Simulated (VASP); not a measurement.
# Settings for AgCl: energy along a vibration (SMASS = -2)

AgCl, Fm-3m (no. 225), atoms displaced along the mode, 2 atoms in the cell. PBE, energy along a line of displacements; PAW potentials Ag, Cl (PBE set). VASP 6.6.1.

Wanted: harmonic frequency within 1 %.

Space group without the displacement: Fm-3m (no. 225); Mode: optical mode at Gamma along [111].

POSCAR of the starting run:
```
AgCl
1.0
    0.0000000000      2.7350000000      2.7350000000
    2.7350000000      0.0000000000      2.7350000000
    2.7350000000      2.7350000000      0.0000000000
Ag Cl
1 1
Direct
   -0.0020886080     -0.0020886080     -0.0020886080
    0.5063552717      0.5063552717      0.5063552717

    0.0028561714   0.0028561714   0.0028561714
   -0.0086908340  -0.0086908340  -0.0086908340
```

The series start from k mesh: 5 × 5 × 5; Cutoff (eV): 340; Step along the mode (Å): 0.02; Extrapolation between steps (IWAVPR): 11. Each series keeps the choices made before it, and each single choice may use up half of a tolerance.

## k mesh

| k mesh | Harmonic frequency (THz) | Time (s) |
|---|---|---|
| 2 × 2 × 2 | -2.654 | 19 |
| 3 × 3 × 3 | 3.944 | 20 |
| 4 × 4 × 4 | 3.721 | 30 |
| 5 × 5 × 5 | 3.781 | 41 |
| 6 × 6 × 6 | 3.778 | 60 |
| 8 × 8 × 8 (reference) | 3.782 | 117 |

Chosen: 5 × 5 × 5, the loosest value from which every tighter one stays within half of the tolerance.

## Cutoff (eV)

| Cutoff (eV) | Harmonic frequency (THz) | Time (s) |
|---|---|---|
| 190 | 3.121 | 28 |
| 230 | 3.778 | 30 |
| 260 | 3.898 | 37 |
| 300 | 3.794 | 48 |
| 340 | 3.781 | 41 |
| 390 (reference) | 3.756 | 95 |

Chosen: 390; the next looser run is off by more than half of the tolerance, so convergence isn't shown beyond this value.

## Extrapolation between steps (IWAVPR)

| Extrapolation between steps (IWAVPR) | Harmonic frequency (THz) | Time (s) |
|---|---|---|
| 11 | 3.759 | 102 |
| 12 | 3.759 | 73 |
| 0 | 3.759 | 93 |

Chosen: 11; no other choice that stays within half of the tolerance saves 30 % of the time.

Also changed on the way, by series that aren't shown: Step along the mode (Å): 0.08.

## All choices together

| Input | Harmonic frequency (THz) | Time (s) |
|---|---|---|
| defaults on a coarse mesh (naive) | 4.018 | 2.9 |
| chosen settings | 3.759 | 102 |
| reference settings throughout | 3.758 | 230 |

The chosen settings stay within the tolerance of the reference run, but the reference itself isn't shown to be converged in: Cutoff (eV).

## The input

INCAR:
```
SYSTEM = AgCl
ALGO     = Normal         ! electronic algorithm
EDIFF    = 1E-7           ! SCF threshold, eV
ENCUT    = 390            ! plane-wave cutoff, eV
GGA      = PE             ! functional
IBRION   = 0              ! ionic algorithm
ISMEAR   = 0              ! smearing method
ISYM     = 0            
IWAVPR   = 11           
KPAR     = 2            
LASPH    = .TRUE.         ! aspherical terms in the spheres
LCHARG   = .FALSE.        ! write CHGCAR
LREAL    = .FALSE.        ! projectors in reciprocal space
LWAVE    = .FALSE.        ! write WAVECAR
NELMIN   = 4            
NSW      = 9              ! ionic steps
POTIM    = 1              ! step
PREC     = Accurate       ! precision mode
SIGMA    = 0.03           ! smearing width, eV
SMASS    = -2            
```

KPOINTS:
```
Automatic mesh
0
Gamma
  5 5 5
  0 0 0
```

POSCAR:
```
AgCl
1.0
    0.0000000000      2.7350000000      2.7350000000
    2.7350000000      0.0000000000      2.7350000000
    2.7350000000      2.7350000000      0.0000000000
Ag Cl
1 1
Direct
   -0.0083544318     -0.0083544318     -0.0083544318
    0.5254210867      0.5254210867      0.5254210867

    0.0114246855   0.0114246855   0.0114246855
   -0.0347633360  -0.0347633360  -0.0347633360
```

Commands:
```
cat potpaw_PBE.64/Ag/POTCAR potpaw_PBE.64/Cl/POTCAR > POTCAR
mpirun -np 2 vasp_std > vasp.out
```

The chosen input took VASP 6.6.1 102 s on 2 cores (Intel Xeon Platinum 8259CL @ 2.50GHz (Skylake/Cascade Lake)), a shared host.

## An input that fails: electronic threshold far too loose

It runs to its end, but against the unchanged starting input it is off by 3.4 % in the harmonic frequency.

Changes against the starting input:
```
- EDIFF = 1e-07
- NELMIN = 4
+ EDIFF = 0.1
```
